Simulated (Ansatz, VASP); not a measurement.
Sn: VASP beside Ansatz

```
CELL_PARAMETERS angstrom
-1.95136 1.86697 1.88037
1.92418 -1.92880 1.91502
1.96774 1.94518 -1.94221
ATOMIC_POSITIONS crystal
Sn 0.00000 0.00000 0.00000
```

This isn't the form of Sn at room conditions, which is tetragonal (white tin).

Alike in both runs: task single point; functional LDA; k mesh 7 × 7 × 7; occupations gaussian, width 0.15 eV; no spin polarisation.

|  | VASP | Ansatz |
| --- | --- | --- |
| version | VASP 6.6.1 | Ansatz 0.2.0 |
| potentials or method | VASP PAW LDA potentials, release 64 (Sn_d) | plane waves, PAW |
| plane-wave cutoff (eV) | 520 | 540 |
| valence electrons in the cell | 14 | 14 |

|  | VASP | Ansatz | Ansatz less VASP |
| --- | --- | --- | --- |
| pressure (GPa) | -4.5 | -4.5 | +0.02 |
| largest component of the traceless stress (GPa) | 1.01 | 1.00 | -0.007 |

Ansatz warned: «stress_scf_threshold_loose».
